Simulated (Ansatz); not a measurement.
# 1T-PbSSe monolayer in a perpendicular field, part 3 of 3

Wanted: the out-of-plane response of the 1T-PbSSe monolayer. A positive field points along +c.

Ansatz 0.2.0; plane-wave DFT, PBE-D3(BJ), Ansatz PAW.

So far. Step 3 (Single point, field 0): The gap is 0.19 eV, with the valence edge 6.31 eV and the conduction edge 6.12 eV under the upper vacuum level. Spin-orbit coupling, left out in this run, matters for the bands of elements this heavy. Step 4 (Atoms held, field 0.1 V/Å): The dipole is 0.0119 e·Å, 0.0377 e·Å from its value without field, and the gap 0.191 eV.

## (5) Atoms held, field -0.1 V/Å

File input.yaml:

```yaml
crystal:
  lattice:
    - [3.8777501749, 0.0, 0.0]
    - [-1.9388750874, 3.358230161, 0.0]
    - [0.0, 0.0, 21.2360234483]
  atoms:
    - { symbol: Se, position: [0.6666666667, 0.3333333333, 0.4238081589] }
    - { symbol: Pb, position: [0.0, 0.0, 0.5039118641] }
    - { symbol: S, position: [0.3333333333, 0.6666666667, 0.5761918411] }
kpoints:
  mp_grid: { grid: [18, 18, 1] }
  band_path:
    path: [[0, 0, 0], [0.5, 0, 0], [0.33333333, 0.33333333, 0], [0, 0, 0]]
    npoints: 16
hamiltonian:
  xc: pbe
  dispersion: d3bj
scf:
  occupations: { method: fermi_dirac, width: 0.02585 }
  convergence: { dr2_threshold: 1.0e-10 }
efield:
  axis: 3
  dipole_correction: true
  ramp_position: 0.97
  ramp_width: 0.06
  amplitude: -0.1
output:
  write_potential: true
  write_density: true
  volumetric_format: npy
```

On the command line:

```sh
ansatz run input.yaml --threads 2 --pin off --max-ram 3072MiB --backend cpu --events-out ev --progress --plain --runs-dir out
```

Numbers of over 12 decimals in the logs are rounded to 6 here.

The program printed:

```text
[...]
Crystal: 3 atoms, lattice volume = 276.544 Å³
Basis set: ecut = 420 eV, 5459 PW (Γ)
Bands: 22, of which v1, the nominal top of the filled ones, is band 18 counted from 1 (17 counted from 0)
Symmetry: 6 space group operations
[...]
k-points: 37 of 324 (time reversal used)
[...]
--- Band table (eV; the first three rows and the last of 37) ---
  k-point 0: bands = [... 14 lower, -3.2427, -3.2427, -2.3644, -2.3644, -1.6429, 0.8235, 2.4981, 2.4981]
  k-point 1: bands = [... 14 lower, -3.4525, -3.2949, -2.5707, -2.3760, -1.4752, 1.0169, 2.3687, 2.5592]
  k-point 2: bands = [... 14 lower, -3.5743, -3.4380, -3.0023, -2.4097, -1.2127, 1.3981, 2.2278, 2.7217]
  k-point 36: bands = [... 14 lower, -5.6392, -5.4190, -3.3313, -3.1807, -1.4009, 2.6816, 2.7518, 4.0769]
[key lines of the parts left out:]
SCF converged after 11 iterations
Free energy (F): -18278.173112 eV
Fermi energy:    -2.265075 eV
Dipole field:    D = -0.041514 V/Å  (p = -0.063445 e·Å, saw-weighted, corrected)
```

It took 20 s on 2 threads of Arm Neoverse V1, shared host; peak memory 0.61 GiB; 40 s of CPU time.

The dipole is -0.0634 e·Å, -0.0377 e·Å from its value without field, and the gap 0.182 eV.

## (6) Response, atoms held

This step: plane-wave DFT, PBE-D3(BJ), Ansatz PAW; response to a field along the normal, atoms held (Ansatz 0.2.0).

The dipoles give the slope, and the difference of two potentials shows where the field is screened.

This step gave:

* equivalent conductor thickness p/(ε₀AE): 5.235 Å
* distance between the outer atoms: 3.236 Å

The dipole of the cell by applied field:

```
applied field (V/Å)  dipole of the cell (e·Å)
            -0.1000                   -0.0634
             0.0000                   -0.0258
             0.1000                    0.0119
```

Local field over the applied field, running mean. From the potentials at -0.1 and 0.1 V/Å; running mean over 2.5 Å. Table of local field over applied field by z:

```
z (Å)  local field over applied field
  4.5                           0.999
  5.0                           0.996
  5.5                           0.988
  6.0                           0.966
  6.5                           0.913
  7.0                           0.805
  7.5                           0.647
  8.0                           0.468
  8.5                           0.291
  9.0                           0.146
  9.5                          0.0673
 10.0                          0.0390
 10.5                          0.0292
 11.0                          0.0398
 11.5                          0.0706
 12.0                           0.138
 12.5                           0.264
 13.0                           0.434
 13.5                           0.614
 14.0                           0.778
 14.5                           0.898
 15.0                           0.961
 15.5                           0.986
 16.0                           0.996
 16.5                           0.999
 17.0                           1.000
```

Electrons, planar mean, per unit field. Table of induced electron density by z:

```
z (Å)  induced electron density (e/Å³ per V/Å)
 4.13                                   2.0e-6
 4.57                                   5.9e-6
 5.01                                   1.7e-5
 5.46                                   4.7e-5
 5.90                                   1.3e-4
 6.34                                   3.2e-4
 6.78                                   7.5e-4
 7.23                                  0.00164
 7.67                                  0.00297
 8.11                                  0.00349
 8.55                                  0.00185
 9.00                                   8.4e-4
 9.44                                   6.7e-4
 9.88                                  -4.9e-4
10.32                                  -5.9e-4
10.91                                   3.2e-4
11.36                                   5.2e-4
11.80                                  -6.5e-4
12.24                                 -0.00105
12.68                                 -0.00232
13.12                                 -0.00356
13.57                                 -0.00261
14.01                                 -0.00132
14.45                                  -5.7e-4
14.89                                  -2.3e-4
15.34                                  -8.4e-5
15.78                                  -3.0e-5
16.22                                  -1.0e-5
16.66                                  -3.4e-6
17.11                                  -1.1e-6
```

The smaller of the gaps on the path and on the k-mesh, counted as 0 under 0.03 eV. Table of gap by applied field:

```
applied field (V/Å)  gap (eV)
            -0.1000     0.182
             0.0000     0.186
             0.1000     0.191
```

By hand: between -0.1 and 0.1 V/Å the dipole changes by 0.07534 e·Å, a slope of 0.3767 e·Å²/V. A perfect conductor of thickness t has p = ε₀AEt, so t = 180.95 × 0.3767 / 13.022 = 5.23 Å (e/ε₀ = 180.95 V·Å, A in Å²).

The induced dipole is that of a conductor 5.23 Å thick.

## (7) Outcome

| Item | Value |
| --- | --- |
| gap without field | 0.187 eV |
| ionisation energy, upper face | 6.31 eV |
| electron affinity, upper face | 6.12 eV |
| step between the vacuum levels | 0.358 eV |
| equivalent conductor thickness, atoms held | 5.23 Å |

In words: The induced dipole equals that of a perfect conductor 5.23 Å thick, while the outer atoms lie 3.24 Å apart; an out-of-plane ε follows only once a thickness t is chosen, by 1 − 1/ε = 5.23 Å / t. The two faces differ: the vacuum level above lies 0.36 eV higher than the one below. The gap stays within 0.01 eV of 0.19 eV over the fields run, up to 0.1 V/Å in size. Semilocal functionals give gaps that are too small, and excitons are not included. Spin-orbit coupling is left out, which matters for the bands of elements this heavy.

[Logs are printed without paths, hosts, clocks, repeated set-up lines and the standing remarks that a program may print on its own settings, such as how far it seeks lower states.]

[Hosts, paths, dates, database ids (printed as entryN), source tags and the programs' standing remarks are cut or masked in the printed files.]

[Maps of the electrostatic potential energy from Ansatz leave out the sawtooth potential of an applied field or a dipole correction, so their vacuum need not be flat; planar profiles and work functions include it.]
